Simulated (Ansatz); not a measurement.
Crystal: N.

```
N
1.0
     5.81510    0.00000    0.00000
     0.00000    5.81510    0.00000
     0.00000    0.00000    5.81510
N
8
Direct
  0.04586 0.45414 0.54586
  0.45414 0.54586 0.04586
  0.54586 0.04586 0.45414
  0.95414 0.95414 0.95414
  0.93610 0.56390 0.43610
  0.56390 0.43610 0.93610
  0.43610 0.93610 0.56390
  0.06390 0.06390 0.06390
```

Base run:

```yaml
Program: Ansatz 0.2.0
Functional: HSE06
Potentials_or_basis: Ansatz PAW
Cutoff: 420 eV
Density_cutoff: 1680 eV
k_mesh: 4 × 4 × 4
Occupations: fixed
Spin: no spin polarisation
```

Its results: band gap on the k mesh 9.79 eV, indirect (least direct gap 9.81 eV); largest force 2.555 eV/Å.

After a change of settings the same cell gave: band gap on the k mesh 8.16 eV, indirect (least direct gap 8.18 eV); largest force 1.808 eV/Å. Which change was it?
A. functional from HSE06 to LDA; level from hse06 to lda
B. functional from HSE06 to PBE0; level from hse06 to pbe0
C. functional from HSE06 to r2SCAN; cutoff from 420 eV to 500 eV; density cutoff from 1680 eV to 2000 eV; level from hse06 to r2scan

C.

Caveats: the PAW data sets come from PBE, with cores solved anew for the run's functional, which leaves a small shift of forces and pressure; forces of over 1 eV/Å show positions far from the minimum, so gaps and moduli don't describe the material at rest.

Not every run made on this cell is shown here.
